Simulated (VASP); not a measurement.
# NaCl (Fm-3m) in VASP: a series of runs

One crystal, NaCl, is run at these levels: r2SCAN; tasks: relaxation of the atoms, relaxation of cell and atoms.

All numbers are computed with VASP 6.6.1; they aren't measurements. Logs are shortened: lines on timing, memory, paths and dates and some standing lists are left out, and cuts for length are marked.

## Step 1: Starting point

The structure is cubic, space group Fm-3m (No. 225). The conventional cell has a = 5.620 Å, b = 5.620 Å, c = 5.620 Å, α = 90.00°, β = 90.00°, γ = 90.00°. Na (site symmetry m-3m) has 6 Cl at 2.81 Å as nearest neighbours. Cl (site symmetry m-3m) is surrounded by 6 Na at 2.81 Å.

## Step 2: Relaxation of the atoms, r2SCAN (a relaxed cell with its volume scaled by 1.02)

INCAR

```
PREC = Accurate
ENCUT = 600
EDIFF = 1E-7
ISMEAR = 0
SIGMA = 0.03
LREAL = F
LASPH = T
NELM = 80
ALGO = Normal
ISIF = 2
LWAVE = F
LCHARG = F
METAGGA = R2SCAN
LMIXTAU = T
IBRION = 2
NSW = 40
EDIFFG = -0.01
```

KPOINTS

```
Automatic mesh
0
Gamma
  8 8 8
```

POSCAR

```
NaCl                                    
1.0
    0.0000000000      2.8147393596      2.8147393596
    2.8147393596      0.0000000000      2.8147393596
    2.8147393596      2.8147393596      0.0000000000
  Na              Cl            
     1     1
Direct
     0.0000000000000000    0.0000000000000000    0.0000000000000000
     0.5000000000000000    0.5000000000000000    0.5000000000000000
```

Potentials or basis: VASP PAW PBE potentials, release 64 (Na_pv, Cl).

Started as:

```bash
> cat potpaw_PBE.64/Na_pv/POTCAR potpaw_PBE.64/Cl/POTCAR > POTCAR
> mpirun -np 1 vasp_std > vasp.out
```

OUTCAR:

```text
PREC = Accurate
   ENCUT = 600
   EDIFF = 1E-7
   ISMEAR = 0
   LREAL = F
   LASPH = T
   NELM = 80
   ISIF = 2
   METAGGA = R2SCAN
   IBRION = 2
   NSW = 40
   EDIFFG = -0.01

 ion  position               nearest neighbor table
   1  0.000  0.000  0.000-
   2  0.500  0.500  0.500-

  LATTYP: Found a face centered cubic cell.
 ALAT       =     5.6294787192

  Lattice vectors:

 A1 = (   0.0000000000,   2.8147393596,   2.8147393596)
 A2 = (   2.8147393596,   0.0000000000,   2.8147393596)
 A3 = (   2.8147393596,   2.8147393596,   0.0000000000)

Analysis of symmetry for initial positions (statically):
=====================================================================
 Subroutine PRICEL returns:
 Original cell was already a primitive cell.

 Routine SETGRP: Setting up the symmetry group for a
 face centered cubic supercell.

 Subroutine GETGRP returns: Found 48 space group operations
 (whereof 48 operations were pure point group operations)
 out of a pool of 48 trial point group operations.

The static configuration has the point symmetry O_h .

Analysis of symmetry for dynamics (positions and initial velocities):
=====================================================================
 Subroutine PRICEL returns:
 Original cell was already a primitive cell.

 Routine SETGRP: Setting up the symmetry group for a
 face centered cubic supercell.

 Subroutine GETGRP returns: Found 48 space group operations
 (whereof 48 operations were pure point group operations)
 out of a pool of 48 trial point group operations.

The dynamic configuration has the point symmetry O_h .

 Subroutine INISYM returns: Found 48 space group operations
 (whereof 48 operations are pure point group operations),
 and found     1 'primitive' translations

----------------------------------------------------------------------------------------

                                     Primitive cell

  volume of cell :      44.6010

  direct lattice vectors                    reciprocal lattice vectors
     0.000000000  2.814739360  2.814739360    -0.177636341  0.177636341  0.177636341
     2.814739360  0.000000000  2.814739360     0.177636341 -0.177636341  0.177636341
     2.814739360  2.814739360  0.000000000     0.177636341  0.177636341 -0.177636341

  length of vectors
     3.980642577  3.980642577  3.980642577     0.307675167  0.307675167  0.307675167

  position of ions in fractional coordinates (direct lattice)
     0.000000000  0.000000000  0.000000000
     0.500000000  0.500000000  0.500000000

  ion indices of the primitive-cell ions
   primitive index   ion index
                 1           1
                 2           2

----------------------------------------------------------------------------------------

 KPOINTS: Automatic mesh

Automatic generation of k-mesh.
 Grid dimensions read from file:
 generate k-points for:    8    8    8

 Generating k-lattice:

  Cartesian coordinates                     Fractional coordinates (reciprocal lattice)
    -0.022204543  0.022204543  0.022204543     0.125000000  0.000000000  0.000000000
     0.022204543 -0.022204543  0.022204543     0.000000000  0.125000000  0.000000000
     0.022204543  0.022204543 -0.022204543     0.000000000  0.000000000  0.125000000

  Length of vectors
     0.038459396  0.038459396  0.038459396

  Shift w.r.t. Gamma in fractional coordinates (k-lattice)
     0.000000000  0.000000000  0.000000000

 Subroutine IBZKPT returns following result:
 ===========================================

 Found     29 irreducible k-points:

 Following reciprocal coordinates:
            Coordinates               Weight
  0.000000  0.000000  0.000000      1.000000
  0.125000  0.000000  0.000000      8.000000
  0.250000  0.000000  0.000000      8.000000
  0.375000  0.000000  0.000000      8.000000
  0.500000  0.000000  0.000000      4.000000
  0.125000  0.125000  0.000000      6.000000
[... 16 lines left out ...]
  0.500000  0.250000  0.125000     48.000000
 -0.375000  0.250000  0.125000     24.000000
 [... further k-points ...]
   k-points           NKPTS =     29   k-points in BZ     NKDIM =     29   number of bands    NBANDS=     11
   number of dos      NEDOS =    301   number of ions     NIONS =      2
   total plane-waves  NPLWV =  32768
   dimension x,y,z NGX =    32 NGY =   32 NGZ =   32
   dimension x,y,z NGXF=    64 NGYF=   64 NGZF=   64
   ions per type =               1   1
   NGX,Y,Z   is equivalent  to a cutoff of  13.36, 13.36, 13.36 a.u.
   NGXF,Y,Z  is equivalent  to a cutoff of  26.73, 26.73, 26.73 a.u.
 SYSTEM =  unknown system
   PREC   = accura    normal or accurate (medium, high low for compatibility)
   ISTART =      0    job   : 0-new  1-cont  2-samecut
   ICHARG =      2    charge: 1-file 2-atom 10-const
   ISPIN  =      1    spin polarized calculation?
   LNONCOLLINEAR =      F non collinear calculations
   LSORBIT =      F    spin-orbit coupling
   LASPH  =      T    aspherical Exc in radial PAW
   ENCUT  =  600.0 eV  44.10 Ry    6.64 a.u.   7.95  7.95  7.95*2*pi/ulx,y,z
   NELM   =     80;   NELMIN=  2; NELMDL= -5     # of ELM steps
   EDIFF  = 0.1E-06   stopping-criterion for ELM
   LREAL  =      F    real-space projection
   EDIFFG = -.1E-01   stopping-criterion for IOM
   NSW    =     40    number of steps for IOM
   IBRION =      2    ionic relax: 0-MD 1-quasi-New 2-CG
   NFREE  =      1    steps in history (QN), initial steepest desc. (CG)
   ISIF   =      2    stress and relaxation
   ISYM   =      2    0-nonsym 1-usesym 2-fastsym
   POTIM  = 0.5000    time-step for ionic-motion
   TEBEG  =    0.0;   TEEND  =   0.0 temperature during run
   PSTRESS=    0.0 pullay stress
   NELECT =      14.0000    total number of electrons
   NUPDOWN=      -1.0000    fix difference up-down
   EMIN   =  10.00;   EMAX   =-10.00  energy-range for DOS
   EFERMI =   0.00;   METHOD = LEGACY
   ISMEAR =     0;   SIGMA  =   0.03  broadening in eV -4-tet -1-fermi 0-gaus
   EFERMI_NEDOS =   21; number of points for ismear=-14 and -15
   IALGO  =     38    algorithm
   IMIX   =      4    mixing-type and parameters
     AMIX     =   0.40;   BMIX     =  1.00
     AMIX_MAG =   1.60;   BMIX_MAG =  1.00
  volume/ion in A,a.u.               =      22.30       150.49
  Fermi-wavevector in a.u.,A,eV,Ry     =   1.112592  2.102494 16.842125  1.237861
  Thomas-Fermi vector in A             =   2.249168
   LORBIT       =      0    0 simple, 1 ext, 2 COOP (PROOUT), +10 PAW based schemes
   METAGGA = R2SCAN    functional components
   LHFCALC =     F    Hartree Fock is set to
   AEXX    =    0.0000 exact exchange contribution
   IVDW    =     0    specifies the selected vdW correction
   LEPSILON=     F    determine dielectric tensor
   LRPA    =     F    only Hartree local field effects (RPA)
 conjugate gradient relaxation of ions
 non-spin polarized calculation
 Gauss-broadening in eV      SIGMA  =   0.03
  energy-cutoff  :      600.00
  volume of cell :       44.60
 maximum number of plane-waves:      1524
   NGX = 15   NGY = 15   NGZ = 15

 number of electron      14.0000006 magnetization

 Free energy of the ion-electron system (eV)
  ---------------------------------------------------
  ext. energy  EPLUGINS =         0.00000000
  ---------------------------------------------------
  free energy    TOTEN  =       -13.78995364 eV

  energy without entropy =      -13.78995364  energy(sigma->0) =      -13.78995364

 E-fermi :  -0.9957     XC(G=0):  -8.6702

 val. band max:       -1.1320682689   @ k =   0.0000   0.0000   0.0000
 cond. band min:       4.8122481159   @ k =   0.0000   0.0000   0.0000
 fundamental gap:      5.9443163848
 Fermi energy:        -0.9956846196

 k-point     1 :       0.0000    0.0000    0.0000
  band No.  band energies     occupation
      1     -22.6424      2.00000
      2     -22.6421      2.00000
      3     -22.6421      2.00000
      4     -14.3664      2.00000
      5      -1.1321      2.00000
      6      -1.1321      2.00000
      7      -1.1321      2.00000
      8       4.8122      0.00000
      9      10.6337      0.00000
     10      10.6337      0.00000
     11      10.6337      0.00000

 k-point     2 :       0.1250    0.0000    0.0000
  band No.  band energies     occupation
      1     -22.6465      2.00000
      2     -22.6426      2.00000
      3     -22.6424      2.00000
      4     -14.3180      2.00000
      5      -1.4925      2.00000
      6      -1.1755      2.00000
      7      -1.1755      2.00000
      8       5.3037      0.00000
      9      10.0934      0.00000
     10      10.8443      0.00000
     11      10.8443      0.00000

 k-point     3 :       0.2500    0.0000    0.0000
  band No.  band energies     occupation
      1     -22.6568      2.00000
      2     -22.6433      2.00000
      3     -22.6430      2.00000
      4     -14.1980      2.00000
      5      -2.2230      2.00000
      6      -1.2771      2.00000
      7      -1.2770      2.00000
      8       6.2607      0.00000
      9       9.5921      0.00000
     10      11.0101      0.00000
     11      11.0104      0.00000
[... 267 lines left out ...]
 k-point    23 :       0.5000    0.2500    0.1250
  band No.  band energies     occupation
      1     -22.6633      2.00000
      2     -22.6496      2.00000
      3     -22.6454      2.00000
      4     -14.0260      2.00000
      5      -2.6781      2.00000
      6      -1.8343      2.00000
      7      -1.5064      2.00000
      8       7.8127      0.00000
      9       9.2124      0.00000
     10       9.6441      0.00000
     11      11.6647      0.00000

 k-point    24 :      -0.3750    0.2500    0.1250
  band No.  band energies     occupation
      1     -22.6654      2.00000
      2     -22.6500      2.00000
      3     -22.6462      2.00000
      4     -13.9865      2.00000
      5      -2.7991      2.00000
      6      -1.9148      2.00000
      7      -1.5606      2.00000
      8       7.9002      0.00000
      9       9.3598      0.00000
     10       9.9100      0.00000
     11      11.4792      0.00000

 [... further k-points ...]

------------------------ aborting loop because EDIFF is reached ----------------------------------------

  FORCE on cell =-STRESS in cart. coord.  units (eV):
  Direction    XX          YY          ZZ          XY          YZ          ZX
  --------------------------------------------------------------------------------------
  -------------------------------------------------------------------------------------
  Total       -0.1466656     -0.1466656     -0.1466656      0.0000000      0.0000000     -0.0000000
  in kB       -5.2685871     -5.2685871     -5.2685871      0.0000000      0.0000000     -0.0000000
  external PRESSURE =      -5.2685871 kB  Pullay stress =       0.0000000 kB

 VOLUME and BASIS-vectors are now :
 -----------------------------------------------------------------------------
  energy-cutoff  :      600.00
  volume of cell :       44.60
      direct lattice vectors                 reciprocal lattice vectors
     0.000000000  2.814739360  2.814739360    -0.177636341  0.177636341  0.177636341
     2.814739360  0.000000000  2.814739360     0.177636341 -0.177636341  0.177636341
     2.814739360  2.814739360  0.000000000     0.177636341  0.177636341 -0.177636341

 POSITION                                       TOTAL-FORCE (eV/Angst)
 -----------------------------------------------------------------------------------
      0.00000      0.00000      0.00000         0.000000      0.000000      0.000000
      2.81474      2.81474      2.81474        -0.000000     -0.000000     -0.000000
 -----------------------------------------------------------------------------------
    total drift:                                0.000000     -0.000000     -0.000000

  FREE ENERGIE OF THE ION-ELECTRON SYSTEM (eV)
  ---------------------------------------------------
  free  energy   TOTEN  =       -13.7899536360 eV

  energy  without entropy=      -13.7899536360  energy(sigma->0) =      -13.78995364

 reached required accuracy - stopping structural energy minimisation
```

Run time: 51 s. Hardware: 1 thread of Intel Xeon Platinum 8488C (Sapphire Rapids), shared host; peak memory 0.18 GiB.

What came out:

- Free energy: -13.7900 eV
- Pressure after relaxing: -0.5 GPa
- Band gap on the k mesh: 5.94 eV, direct

Final structure:
```
Na Cl
1.0
     0.00000    2.81474    2.81474
     2.81474    0.00000    2.81474
     2.81474    2.81474    0.00000
Na Cl
1 1
Direct
  0.00000 0.00000 0.00000
  0.50000 0.50000 0.50000
```

Caveat: the relaxation stopped at its first step, so nothing moved; the PAW data sets were made with another functional, which shifts forces and pressure a little. A k mesh can miss the band edges.

## Step 3: Relaxation of the atoms, r2SCAN (a relaxed cell with its volume scaled by 1.04)

INCAR is that of step 2.

KPOINTS is that of step 2.

POSCAR

```
NaCl                                    
1.0
    0.0000000000      2.8330174001      2.8330174001
    2.8330174001      0.0000000000      2.8330174001
    2.8330174001      2.8330174001      0.0000000000
  Na              Cl            
     1     1
Direct
     0.0000000000000000    0.0000000000000000    0.0000000000000000
     0.5000000000000000    0.5000000000000000    0.5000000000000000
```

Potentials or basis: VASP PAW PBE potentials, release 64 (Na_pv, Cl).

Started as:

```bash
> cat potpaw_PBE.64/Na_pv/POTCAR potpaw_PBE.64/Cl/POTCAR > POTCAR
> mpirun -np 1 vasp_std > vasp.out
```

Wall time 62 s (1 thread of Intel Xeon Platinum 8488C (Sapphire Rapids), shared host); peak memory 0.18 GiB.

It converged, with:

```yaml
Free_energy: -13.7858 eV
Pressure_after_relaxing: -1.0 GPa
Band_gap_on_the_k_mesh: 5.86 eV, direct
```

Final structure:
```yaml
crystal:
  lattice:
    - [0.00000, 2.83302, 2.83302]
    - [2.83302, 0.00000, 2.83302]
    - [2.83302, 2.83302, 0.00000]
  atoms:
    - { symbol: Na, position: [0.00000, 0.00000, 0.00000] }
    - { symbol: Cl, position: [0.50000, 0.50000, 0.50000] }
```

Levels at points of the mesh, in eV from the valence-band top:
| k point | band 5 | band 6 | band 7 | band 8 | band 9 | band 10 |
| --- | --- | --- | --- | --- | --- | --- |
| (0.00, 0.00, 0.00) | 0.00 | 0.00 | 0.00 | 5.86 | 11.75 | 11.75 |
| (0.50, 0.00, 0.00) | -1.88 | -0.27 | -0.27 | 7.92 | 11.50 | 11.74 |
| (0.50, 0.50, 0.00) | -1.65 | -0.59 | -0.59 | 8.40 | 8.62 | 12.10 |

Caveat: the relaxation stopped at its first step, so nothing moved; the PAW data sets were made with another functional, which shifts forces and pressure a little. A k mesh can miss the band edges.

## Step 4: Relaxation of the atoms, r2SCAN (a relaxed cell with its volume scaled by 1.06)

INCAR is that of step 3.

KPOINTS is that of step 3.

POSCAR

```
NaCl                                    
1.0
    0.0000000000      2.8510625834      2.8510625834
    2.8510625834      0.0000000000      2.8510625834
    2.8510625834      2.8510625834      0.0000000000
  Na              Cl            
     1     1
Direct
     0.0000000000000000    0.0000000000000000    0.0000000000000000
     0.5000000000000000    0.5000000000000000    0.5000000000000000
```

Started as:

```bash
> cat potpaw_PBE.64/Na_pv/POTCAR potpaw_PBE.64/Cl/POTCAR > POTCAR
> mpirun -np 1 vasp_std > vasp.out
```

Run time: 51 s. Hardware: 1 thread of Intel Xeon Platinum 8488C (Sapphire Rapids), shared host; peak memory 0.18 GiB.

The run converged. Its results:

```yaml
Free_energy: -13.7792 eV
Pressure_after_relaxing: -1.4 GPa
Band_gap_on_the_k_mesh: 5.79 eV, direct
```

Final structure:
```
CELL_PARAMETERS angstrom
0.00000 2.85106 2.85106
2.85106 0.00000 2.85106
2.85106 2.85106 0.00000
ATOMIC_POSITIONS crystal
Na 0.00000 0.00000 0.00000
Cl 0.50000 0.50000 0.50000
```

Levels at points of the mesh, in eV from the valence-band top:
```csv
k point,band 5,band 6,band 7,band 8,band 9,band 10
"(0.00, 0.00, 0.00)",0.00,0.00,0.00,5.79,11.73,11.73
"(0.50, 0.00, 0.00)",-1.82,-0.26,-0.26,7.88,11.34,11.69
"(0.50, 0.50, 0.00)",-1.60,-0.58,-0.58,8.35,8.64,11.96
```

Caveat: the relaxation stopped at its first step, so nothing moved; the PAW data sets were made with another functional, which shifts forces and pressure a little.

(Continued in part 2 of 2.)
